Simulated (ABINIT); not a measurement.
Runs of ABINIT 10.8.3 (patched build) on KMgF3. It takes space group Pm-3m (No. 221, cubic). The conventional cell has a = 3.986 Å, b = 3.986 Å, c = 3.986 Å, α = 90.00°, β = 90.00°, γ = 90.00°. K (site symmetry m-3m) has 12 F at 2.82 Å as nearest neighbours. Mg (site symmetry m-3m) is surrounded by 6 F at 1.99 Å. F (site symmetry 4/mmm) has 2 Mg at 1.99 Å as nearest neighbours. 

| task | level | potentials or basis | cell | cutoff (eV) | smearing | cell freedom (optcell) | optimiser (ionmov) | cutoff smearing ecutsm (Ha) | force stop (Ha/bohr) | k points of the masses | gap on the mesh (eV) | pressure (GPa) |
| --- | --- | --- | --- | --- | --- | --- | --- | --- | --- | --- | --- | --- |
| relaxation of cell and atoms | PBE | PseudoDojo NC SR PBE v0.4.1 standard | relaxed | 1143 | fermi-dirac 0.05 eV | 2 | 2 | 0.5 | 2e-05 | - | 7.05 | 0.0 |
| single point | PBEsol | PseudoDojo NC SR PBEsol v0.4.1 standard | as given | 1034 | fermi-dirac 0.05 eV | - | - | - | - | - | 7.23 | -0.5 |
| effective masses | PBEsol | Ansatz PAW PBE default generated set, frozen core | as given | 435 | fixed | - | - | - | - | [[0.4, 0.4, 0.4], [0.0, 0.0, 0.0]] | - | (a) |
| single point | PBE | PseudoDojo NC SR PBE v0.5 stringent | as given | 1034 | fermi-dirac 0.05 eV | - | - | - | - | - | 7.42 | (b) |
| single point | PBE | PseudoDojo NC SR PBE v0.4.1 standard | as given | 1088 | fermi-dirac 0.05 eV | - | - | - | - | - | 7.42 | 3.5 |

Alike in all rows: no spin polarisation; k mesh 5 × 5 × 5.

Q: Estimate the missing entries.

A: (a) 0.1; (b) 2.9.

Caveats: an odd mesh through Γ misses points on the zone boundary, where band edges often lie (some runs); the masses are taken at a mesh point that needn't be the band's extremum (some runs); the atomic spheres overlap (some runs); the PAW data sets were made with another functional, which shifts forces and pressure a little (some runs).

Not every run made on this cell is shown here.
